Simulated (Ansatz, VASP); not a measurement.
# One calculation of BiS, two programs

```
Bi S
1.0
     3.53145    0.00000    0.00000
     0.00000    3.53145    0.00000
     0.00000    0.00000    3.53145
Bi S
1 1
Direct
  0.00000 0.00000 0.00000
  0.50000 0.50000 0.50000
```

Alike in both runs: task single point; functional PBE; k mesh 10 × 10 × 10; occupations gaussian, width 0.05 eV; no spin polarisation.

|  | VASP | Ansatz |
| --- | --- | --- |
| version | VASP 6.6.1 | Ansatz 0.2.0 |
| potentials or method | VASP PAW PBE potentials, release 64 (Bi_d, S) | scalar-relativistic, plane waves, PAW |
| plane-wave cutoff (eV) | 520 | 420 |
| valence electrons in the cell | 21 | 21 |

Ansatz gave:

```
gap on the k mesh at the Fermi level (eV) : none
pressure (GPa)                            : 3.3
```

Q: What did VASP give for the same quantities?

A: gap on the k mesh at the Fermi level (eV): none; pressure (GPa): 3.2.

A gap of «none» marks a metal or a gap that the smearing closes. The functional is the same, so the differences come from potentials, cutoffs and numerics.

Caveats: spin-orbit coupling is left out, which moves the levels of the heavy elements.
